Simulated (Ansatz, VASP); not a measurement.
**One calculation of HfC, 3 ways**

The starting cell:

```
Hf C
1.0
     0.00000    2.32500    2.32500
     2.32500    0.00000    2.32500
     2.32500    2.32500    0.00000
Hf C
1 1
Direct
  0.50000 0.50000 0.50000
  0.00000 0.00000 0.00000
```

Alike in all runs: task relaxation of cell and atoms; functional PBEsol; k mesh 10 × 10 × 10; occupations fermi-dirac, width 0.05 eV; no spin polarisation; no spin-orbit coupling.

```tsv
program and potentials	plane-wave cutoff (eV)	notes	equilibrium volume (Å³/atom)
Ansatz, Ansatz PAW	420	potentials made for PBE, which Ansatz adapts in part; 15 valence electrons an atom on average	12.23
Ansatz, all-electron LAPW, scalar-relativistic	-	-	12.23
VASP, PBE PAW files C, Hf_pv, 600 eV	600	potentials made for PBE; 7 valence electrons an atom on average	12.20
```

The equilibrium volume spans 12.20 (VASP, PBE PAW files C, Hf_pv, 600 eV) to 12.23 Å³/atom (Ansatz, all-electron LAPW, scalar-relativistic), with all-electron results at 12.23. Relaxations stop with a little pressure left, so the last digit of a volume isn't settled.

Differences between rows come from potentials, basis sets and numerical settings, since the functional is the same but for its coding. Runs on potential files found faulty are left out.
